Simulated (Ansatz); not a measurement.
K:

```
K
1.0
    -2.69756    2.69756    2.69756
     2.69756   -2.69756    2.69756
     2.69756    2.69756   -2.69756
K
1
Direct
  0.00000 0.00000 0.00000
```

```yaml
Program: Ansatz 0.2.0
Task: relaxation of cell and atoms
Functional: PBE
Dispersion: D3(BJ)-ATM
Potentials_or_basis: Ansatz PAW
Cutoff: "420 eV (not typed: the program's choice for these potentials)"
k_mesh: 7 × 7 × 7
Occupations: fermi-dirac, width 0.05 eV
Spin: no spin polarisation
```

At the start: volume 78.52 Å³/atom.

Question: Where does the relaxation end?

Answer: It ends after 5 steps and the volume is 69.21 Å³/atom (-11.9 %); space group Im-3m (No. 229, to 0.05 Å).

Step by step:
```tsv
step	energy change (eV)	largest force (eV/Å)	volume (Å³)
1	0.0000	0.0000	78.52
2	-0.0026	0.0000	77.50
3	-0.0135	0.0000	67.26
4	-0.0140	0.0000	69.21
5	-0.0140	0.0000	69.21
```

Final structure:
```cif
data_structure
_symmetry_space_group_name_H-M 'P 1'
_symmetry_Int_Tables_number 1
_cell_length_a 4.4799
_cell_length_b 4.4799
_cell_length_c 4.4799
_cell_angle_alpha 109.471
_cell_angle_beta 109.471
_cell_angle_gamma 109.471
_cell_volume 69.21
loop_
_atom_site_label
_atom_site_type_symbol
_atom_site_fract_x
_atom_site_fract_y
_atom_site_fract_z
_atom_site_occupancy
K1 K 0.00000 0.00000 0.00000 1
```

Caveat: the plane-wave basis is chosen anew once the cell has moved, so the energies of steps on either side of that aren't comparable; pairwise dispersion overbinds metals, which lowers pressure and volume.
